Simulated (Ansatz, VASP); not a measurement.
# Two plane-wave programs on MgO

```
CELL_PARAMETERS angstrom
0.00000 1.86991 1.86991
1.86991 0.00000 1.86991
1.86991 1.86991 0.00000
ATOMIC_POSITIONS crystal
Mg 0.00000 0.00000 0.00000
O 0.25000 0.25000 0.25000
```

Change from the starting cell: volume scaled by 0.55, PAW files.

Alike in both runs: task single point; functional r2SCAN; k mesh 16 × 16 × 16; occupations fermi-dirac, width 0.1 eV; no spin polarisation.

```csv
,VASP,Ansatz
version,VASP 6.6.1,Ansatz 0.2.0
potentials or method,"VASP PAW PBE potentials, release 64 (Mg, O)","PAW with Ansatz's default frozen-core files, scalar-relativistic"
plane-wave cutoff (eV),520,500
valence electrons in the cell,8,16
```

```csv
,VASP,Ansatz,Ansatz less VASP
gap on the k mesh at the Fermi level (eV),8.32,8.34,+0.016
pressure (GPa),259.7,247.5,-12.17
```

The two sets of potentials don't hold the same shells in valence.

Caveats: the cell as given lies far from equilibrium; so large a pressure means that the cell lies far from this level's equilibrium, or that cutoff or potentials fall short (VASP); the potentials were made for another functional, which shifts forces and pressure (VASP). A k mesh can miss the band edges.
